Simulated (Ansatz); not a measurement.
# C under changes of volume

One of the cells (9.153 Å³/atom); the others are scaled copies at fixed shape and fractional positions:

```
C
1.0
     2.12732   -1.22828    0.00000
     2.12732    1.22828    0.00000
    -1.37907    0.00000    3.50283
C
2
Direct
  0.16664 0.16664 0.99991
  0.83336 0.83336 0.00009
```

This is a stacking variant of graphite.

| Quantity | Value |
| --- | --- |
| Program | Ansatz 0.2.0 |
| Functional | PBE |
| Potentials or basis | all-electron LAPW, scalar-relativistic |
| Cutoff | 576 eV (chosen from the basis error) |
| Basis error allowed | 0.0005 eV/atom |
| k mesh | 13 × 13 × 8 |
| Occupations | fermi-dirac, width 0.05 eV |
| Spin | no spin polarisation |

```csv
volume (Å³/atom),energy over the lowest point (meV/atom),pressure (GPa),gap on the mesh (eV)
8.604,45.14,22.8,0.95
8.787,23.16,15.8,0.94
8.970,8.73,9.5,0.94
9.153,1.21,3.7,0.93
9.336,0.00,-1.5,0.92
9.519,4.55,-6.4,0.92
9.702,?,?,?
```

**Question.** What does the run at 9.702 Å³/atom give?

**Answer.** Energy over the lowest point 14.36 meV/atom; pressure -10.8 GPa; gap on the mesh 0.91 eV.

Worked out: A Birch-Murnaghan fit of order 3 (a polynomial in V^(-2/3)) to the other rows has its minimum at 9.28 Å³/atom with B0 = V·E''(V) = 263 GPa and B' = 3.5 at fixed shape and positions, which overstates the stiffness. It gives 14.38 meV/atom at 9.702 Å³/atom, against the run's 14.36, and -dE/dV = -10.8 GPa, against -10.8. A straight line through the other rows of the gap, of slope -0.311 eV per unit of ln V, extrapolates to 0.91 eV, against the run's 0.91.

Energies are extrapolated to zero smearing.

Caveats: an odd mesh through Γ misses points on the zone boundary, where band edges often lie; this functional lacks dispersion, which binds the layers, so the pressure and a relaxed spacing across them are unreliable.
